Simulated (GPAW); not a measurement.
Runs of GPAW 26.7.0 on SnO2 (Cassiterite). It takes space group P4_2/mnm (No. 136, tetragonal). The conventional cell has a = 4.738 Å, b = 4.738 Å, c = 3.187 Å, α = 90.00°, β = 90.00°, γ = 90.00°. Sn (site symmetry mmm) is surrounded by 6 O at 2.05 to 2.06 Å. O (site symmetry m2m) is surrounded by 3 Sn at 2.05 to 2.06 Å. 

```csv
task,level,potentials or basis,spin,cell,cutoff (eV),band path,band points,spin axis theta (degrees),spin axis phi (degrees),soc after scf,grid spacing,gap on the mesh (eV),pressure (GPa),relaxed volume (Å³/atom),largest force (eV/Å)
band structure,vdW-DF2,"GPAW PAW data sets (gpaw-data 1.2.1), pw","SOC, no magnetisation",as given,800,"GXMGZRAZ,XR,MA",100,54.7,45,second variation,-,(b),-,-,0.41
relaxation of cell and atoms,RPBE+D3,"the program's PAW data sets (release 1.2.1) made for this functional, pw",off,relaxed,800,-,-,-,-,-,-,0.86,0.2,12.50,0.01
relaxation of cell and atoms,PBEsol+D3(BJ),"PAW data sets generated in the run's folder for this functional, pw",off,relaxed,800,-,-,-,-,-,-,1.16,0.0,11.93,0.03
band structure,PBE,"GPAW PAW data sets (gpaw-data 1.2.1), pw","SOC, no magnetisation",as given,800,"GXMGZRAZ,XR,MA",80,54.7,45,second variation,-,1.31,(a),-,0.25
relaxation of cell and atoms,SOGGA,"PAW data sets generated in the run's folder for this functional, pw",off,relaxed,800,-,-,-,-,-,-,1.06,0.4,12.04,0.03
relaxation of cell and atoms,LDA,"the program's PAW data sets (release 1.2.1) made for this functional, pw",off,relaxed,800,-,-,-,-,-,-,1.31,0.0,11.74,-
band structure,LDA,"the program's PAW data sets (release 1.2.1) made for this functional, pw","SOC, no magnetisation",as given,800,"GXMGZRAZ,XR,MA",100,0,0,second variation,-,1.16,-2.8,-,0.12
band structure,C09-vdW,"GPAW PAW data sets (gpaw-data 1.2.1), pw","SOC, no magnetisation",as given,800,"GXMGZRAZ,XR,MA",60,90,45,second variation,-,1.35,-,-,0.26
band structure,PBE,"GPAW PAW data sets (gpaw-data 1.2.1), fd",off,as given,-,"GXMGZRAZ,XR,MA",100,-,-,-,0.2 Å,1.34,-,-,0.30
band structure,LDA,"PAW data sets generated in the run's folder for this functional, pw",off,as given,800,"GXMGZRAZ,XR,MA",60,-,-,-,-,1.16,-2.8,-,0.12
band structure,AM05,"PAW data sets generated in the run's folder for this functional, pw","SOC, no magnetisation",as given,800,"GXMGZRAZ,XR,MA",100,0,0,second variation,-,1.27,3.6,-,0.17
```

Alike in all rows: k mesh 4 × 4 × 5; smearing fermi-dirac 0.05 eV; the mesh is coarse, so values aren't converged.

Question: Estimate the missing entries.

Answer: (a) 9.6; (b) 1.47.

Caveats: spin-orbit coupling is left out, which moves the levels of the heavy elements (some runs); spin-orbit coupling was added after a scalar SCF, so levels and gaps hold it while energy, forces, pressure and moments don't (some runs); this program's spin-orbit splittings come out too wide for heavy elements (some runs); later steps reuse the first step's grids (some runs); the PAW data sets were made with another functional, which shifts forces and pressure a little (some runs); the real-space grid adds noise to forces (some runs).

A k mesh can miss the band edges, and rows without SOC leave out spin-orbit coupling on Sn.
